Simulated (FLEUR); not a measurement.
Here is a FLEUR MaX-R8.1 (later development tree) calculation.

Contents of inp.xml:

```xml
<?xml version="1.0" encoding="UTF-8" standalone="no"?>
<fleurInput fleurInputVersion="0.39">
   <comment>
      SnSe2                                                                                               
   </comment>
   <calculationSetup>
      <cutoffs Kmax="4.3" Gmax="13.3" GmaxXC="13.3" numbands="150"/>
      <scfLoop itmax="60" minDistance="0.00001" maxIterBroyd="15" imix="Anderson" alpha="0.05" precondParam="0.0" spinf="2.0" sdNocoIR="T"/>
      <coreElectrons ctail="T" frcor="F" kcrel="0" coretail_lmax="0"/>
      <xcFunctional name="wc" relativisticCorrections="F"/>
      <magnetism jspins="1"/>
      <soc l_soc="T" theta="0.0" phi="0.0" spav="F"/>
      <expertModes spex="0" secvar="F"/>
      <geometryOptimization l_f="F" forcealpha="1.0" forcemix="BFGS" epsdisp="0.00001" epsforce="0.00001"/>
      <ldaU l_linMix="F" mixParam="0.05" spinf="1.0"/>
   </calculationSetup>
   <cell>
      <bzIntegration valenceElectrons="54.0" mode="hist" fermiSmearingEnergy="0.00183747">
         <kPointListSelection listName="default-1"/>
         <!-- k-points included here -->
         <xi:include xmlns:xi="http://www.w3.org/2001/XInclude" href="kpts.xml"> </xi:include>
      </bzIntegration>
      <!-- symmetry operations included here -->
      <xi:include xmlns:xi="http://www.w3.org/2001/XInclude" href="sym.xml"> </xi:include>
      <bulkLattice scale="1.0">
         <bravaisMatrix>
            <row-1>    7.2017462608505998     0.0000000000000000     0.0000000000000000</row-1>
            <row-2>   -3.6008731304252999     6.2368952134637015     0.0000000000000000</row-2>
            <row-3>    0.0000000000000000     0.0000000000000000    11.5953595005455998</row-3>
         </bravaisMatrix>
      </bulkLattice>
   </cell>
   <atomSpecies>
      <species name="Tin (Sn)" element="Sn" atomicNumber="50">
         <mtSphere radius="2.41" gridPoints="797" logIncrement="0.016"/>
         <atomicCutoffs lmax="10" lnonsphr="8"/>
         <electronConfig flipSpins="F">
            <coreConfig>(1s1/2) (2s1/2) (2p1/2) (2p3/2) (3s1/2) (3p1/2) (3p3/2) (3d3/2) (3d5/2)</coreConfig>
            <valenceConfig>(4s1/2) (4p1/2) (4p3/2) (5s1/2) (4d3/2) (4d5/2) (5p1/2) (5p3/2)</valenceConfig>
            <stateOccupation state="(5p1/2)" spinUp="0.333333" spinDown="0.333333"/>
            <stateOccupation state="(5p3/2)" spinUp="0.666667" spinDown="0.666667"/>
         </electronConfig>
         <energyParameters s="5" p="5" d="4" f="4"/>
         <lo type="SCLO" l="0" n="4" eDeriv="0"/>
         <lo type="SCLO" l="1" n="4" eDeriv="0"/>
         <lo type="SCLO" l="1" n="4" eDeriv="1"/>
         <lo type="SCLO" l="2" n="4" eDeriv="2"/>
         <lo type="SCLO" l="3" n="4" eDeriv="2"/>
      </species>
      <species name="Selenium (Se)" element="Se" atomicNumber="34">
         <mtSphere radius="2.28" gridPoints="753" logIncrement="0.017"/>
         <atomicCutoffs lmax="9" lnonsphr="7"/>
         <electronConfig flipSpins="F">
            <coreConfig>(1s1/2) (2s1/2) (2p1/2) (2p3/2) (3s1/2) (3p1/2) (3p3/2)</coreConfig>
            <valenceConfig>(3d3/2) (3d5/2) (4s1/2) (4p1/2) (4p3/2)</valenceConfig>
            <stateOccupation state="(4p1/2)" spinUp="0.666667" spinDown="0.666667"/>
            <stateOccupation state="(4p3/2)" spinUp="1.333333" spinDown="1.333333"/>
         </electronConfig>
         <energyParameters s="4" p="4" d="4" f="4"/>
         <lo type="SCLO" l="2" n="3" eDeriv="0"/>
         <lo type="SCLO" l="0" n="4" eDeriv="2"/>
         <lo type="SCLO" l="1" n="4" eDeriv="2"/>
         <lo type="SCLO" l="3" n="4" eDeriv="2"/>
      </species>
   </atomSpecies>
   <atomGroups>
      <atomGroup species="Tin (Sn)">
         <relPos label="                   1">.0000000000 .0000000000 .0000000000</relPos>
         <force calculate="T" relaxXYZ="TTT"/>
      </atomGroup>
      <atomGroup species="Selenium (Se)">
         <relPos label="                   2">-1.000/3.000 1.000/3.000 -.2490000000</relPos>
         <relPos label="                   3">1.000/3.000 -1.000/3.000 .2490000000</relPos>
         <force calculate="T" relaxXYZ="TTT"/>
      </atomGroup>
   </atomGroups>
   <output dos="F" band="F" slice="F">
      <checks vchk="F" cdinf="F"/>
      <bandDOS minEnergy="-.5*Htr" maxEnergy="0.5*Htr" sigma="0.015" storeEVData="T"/>
      <vacuumDOS vacdos="F" integ="F" star="F" nstars="0" locx1="0.0" locy1="0.0" locx2="0.0" locy2="0.0" nstm="0" tworkf="0.0"/>
      <unfoldingBand unfoldBand="F" supercellX="1" supercellY="1" supercellZ="1"/>
      <plotting iplot="0" polar="F">
         <plot TwoD="T" vec1="  1.0  0.0  0.0" vec2="  0.0  1.0  0.0" vec3="  0.0  0.0  1.0" zero="  0.0  0.0  0.0" file="plot"/>
      </plotting>
      <chargeDensitySlicing numkpt="0" minEigenval="0.0" maxEigenval="0.0" nnne="0" pallst="F"/>
      <specialOutput eonly="F"/>
      <moessbauerParams electricFieldGradient="T" isomerShift="T" coreHyperfine="T" valenceHyperfine="T"/>
      <magneticCircularDichroism mcd="F" energyLo="-10.0" energyUp="0.0"/>
   </output>
  <!-- We include the file relax.xml here to enable relaxations (see documentation) -->
  <xi:include xmlns:xi="http://www.w3.org/2001/XInclude" href="relax.xml"> <xi:fallback/> </xi:include>
</fleurInput>
```

The input crystal.txt:

```
SnSe2
&input cartesian=F /
3.8110000000  0.0000000000  0.0000000000
-1.9055000000  3.3004228138  0.0000000000
0.0000000000  0.0000000000  6.1360000000
1.8897261246
1.0 1.0 1.0

3
50 0.0000000000  0.0000000000  0.0000000000
34 0.6666666667  0.3333333333  0.7510000000
34 0.3333333333  0.6666666667  0.2490000000

&soc 0.0 0.0 /
&kpt div1=6 div2=6 div3=4 gamma=T /
```

The input inp.xml (bands):

```
<?xml version="1.0" encoding="UTF-8" standalone="no"?>
<fleurInput fleurInputVersion="0.39">
   <comment>
      SnSe2                                                                                               
   </comment>
   <calculationSetup>
      <cutoffs Kmax="4.3" Gmax="13.3" GmaxXC="13.3" numbands="150"/>
      <scfLoop itmax="60" minDistance="0.00001" maxIterBroyd="15" imix="Anderson" alpha="0.05" precondParam="0.0" spinf="2.0" sdNocoIR="T"/>
      <coreElectrons ctail="T" frcor="F" kcrel="0" coretail_lmax="0"/>
      <xcFunctional name="wc" relativisticCorrections="F"/>
      <magnetism jspins="1"/>
      <soc l_soc="T" theta="0.0" phi="0.0" spav="F"/>
      <expertModes spex="0" secvar="F"/>
      <geometryOptimization l_f="F" forcealpha="1.0" forcemix="BFGS" epsdisp="0.00001" epsforce="0.00001"/>
      <ldaU l_linMix="F" mixParam="0.05" spinf="1.0"/>
   </calculationSetup>
   <cell>
      <bzIntegration valenceElectrons="54.0" mode="hist" fermiSmearingEnergy="0.00183747">
         <kPointListSelection listName="path-1"/>
         <!-- k-points included here -->
         <xi:include xmlns:xi="http://www.w3.org/2001/XInclude" href="kpts.xml"> </xi:include>
      </bzIntegration>
      <!-- symmetry operations included here -->
      <xi:include xmlns:xi="http://www.w3.org/2001/XInclude" href="sym.xml"> </xi:include>
      <bulkLattice scale="1.0">
         <bravaisMatrix>
            <row-1>    7.2017462608505998     0.0000000000000000     0.0000000000000000</row-1>
            <row-2>   -3.6008731304252999     6.2368952134637015     0.0000000000000000</row-2>
            <row-3>    0.0000000000000000     0.0000000000000000    11.5953595005455998</row-3>
         </bravaisMatrix>
      </bulkLattice>
   </cell>
   <atomSpecies>
      <species name="Tin (Sn)" element="Sn" atomicNumber="50">
         <mtSphere radius="2.41" gridPoints="797" logIncrement="0.016"/>
         <atomicCutoffs lmax="10" lnonsphr="8"/>
         <electronConfig flipSpins="F">
            <coreConfig>(1s1/2) (2s1/2) (2p1/2) (2p3/2) (3s1/2) (3p1/2) (3p3/2) (3d3/2) (3d5/2)</coreConfig>
            <valenceConfig>(4s1/2) (4p1/2) (4p3/2) (5s1/2) (4d3/2) (4d5/2) (5p1/2) (5p3/2)</valenceConfig>
            <stateOccupation state="(5p1/2)" spinUp="0.333333" spinDown="0.333333"/>
            <stateOccupation state="(5p3/2)" spinUp="0.666667" spinDown="0.666667"/>
         </electronConfig>
         <energyParameters s="5" p="5" d="4" f="4"/>
         <lo type="SCLO" l="0" n="4" eDeriv="0"/>
         <lo type="SCLO" l="1" n="4" eDeriv="0"/>
         <lo type="SCLO" l="1" n="4" eDeriv="1"/>
         <lo type="SCLO" l="2" n="4" eDeriv="2"/>
         <lo type="SCLO" l="3" n="4" eDeriv="2"/>
      </species>
      <species name="Selenium (Se)" element="Se" atomicNumber="34">
         <mtSphere radius="2.28" gridPoints="753" logIncrement="0.017"/>
         <atomicCutoffs lmax="9" lnonsphr="7"/>
         <electronConfig flipSpins="F">
            <coreConfig>(1s1/2) (2s1/2) (2p1/2) (2p3/2) (3s1/2) (3p1/2) (3p3/2)</coreConfig>
            <valenceConfig>(3d3/2) (3d5/2) (4s1/2) (4p1/2) (4p3/2)</valenceConfig>
            <stateOccupation state="(4p1/2)" spinUp="0.666667" spinDown="0.666667"/>
            <stateOccupation state="(4p3/2)" spinUp="1.333333" spinDown="1.333333"/>
         </electronConfig>
         <energyParameters s="4" p="4" d="4" f="4"/>
         <lo type="SCLO" l="2" n="3" eDeriv="0"/>
         <lo type="SCLO" l="0" n="4" eDeriv="2"/>
         <lo type="SCLO" l="1" n="4" eDeriv="2"/>
         <lo type="SCLO" l="3" n="4" eDeriv="2"/>
      </species>
   </atomSpecies>
   <atomGroups>
      <atomGroup species="Tin (Sn)">
         <relPos label="                   1">.0000000000 .0000000000 .0000000000</relPos>
         <force calculate="T" relaxXYZ="TTT"/>
      </atomGroup>
      <atomGroup species="Selenium (Se)">
         <relPos label="                   2">-1.000/3.000 1.000/3.000 -.2490000000</relPos>
         <relPos label="                   3">1.000/3.000 -1.000/3.000 .2490000000</relPos>
         <force calculate="T" relaxXYZ="TTT"/>
      </atomGroup>
   </atomGroups>
   <output dos="F" band="T" slice="F">
      <checks vchk="F" cdinf="F"/>
      <bandDOS minEnergy="-.5*Htr" maxEnergy="0.5*Htr" sigma="0.015" storeEVData="T"/>
      <vacuumDOS vacdos="F" integ="F" star="F" nstars="0" locx1="0.0" locy1="0.0" locx2="0.0" locy2="0.0" nstm="0" tworkf="0.0"/>
      <unfoldingBand unfoldBand="F" supercellX="1" supercellY="1" supercellZ="1"/>
      <plotting iplot="0" polar="F">
         <plot TwoD="T" vec1="  1.0  0.0  0.0" vec2="  0.0  1.0  0.0" vec3="  0.0  0.0  1.0" zero="  0.0  0.0  0.0" file="plot"/>
      </plotting>
      <chargeDensitySlicing numkpt="0" minEigenval="0.0" maxEigenval="0.0" nnne="0" pallst="F"/>
      <specialOutput eonly="F"/>
      <moessbauerParams electricFieldGradient="T" isomerShift="T" coreHyperfine="T" valenceHyperfine="T"/>
      <magneticCircularDichroism mcd="F" energyLo="-10.0" energyUp="0.0"/>
   </output>
  <!-- We include the file relax.xml here to enable relaxations (see documentation) -->
  <xi:include xmlns:xi="http://www.w3.org/2001/XInclude" href="relax.xml"> <xi:fallback/> </xi:include>
</fleurInput>
```

Potentials or basis: all-electron, FLAPW.

Command:

```bash
$ inpgen -f crystal.txt -profile fastHighL
$ # inp.xml edited to the form shown
$ fleur_MPI
$ fleur_MPI   # second run, on inp.xml (bands)
```

**Question.** Estimate the band gap on the k mesh.

**Answer.** 0.69 eV, indirect (least direct gap 0.93 eV).

**Question.** Estimate the band gap along the path.

**Answer.** 0.64 eV, indirect (least direct gap 0.93 eV).

Core levels (eV from the Fermi level):
| atom | levels |
| --- | --- |
| 1 Sn | 1s1/2 -28987.6, 2s1/2 -4371.2, 2p1/2 -4083.6, 2p3/2 -3852.9, 3s1/2 -840.0, 3p1/2 -723.0, 3p3/2 -680.9, 3d3/2 -474.0, 3d5/2 -465.3 |
| 2 Se | 1s1/2 -12492.3, 2s1/2 -1600.0, 2p1/2 -1435.2, 2p3/2 -1393.5, 3s1/2 -207.2, 3p1/2 -150.8, 3p3/2 -145.0 |
| 3 Se | 1s1/2 -12492.3, 2s1/2 -1600.0, 2p1/2 -1435.2, 2p3/2 -1393.5, 3s1/2 -207.2, 3p1/2 -150.8, 3p3/2 -145.0 |

Caveat: spin-orbit coupling is added in second variation on a limited number of bands.
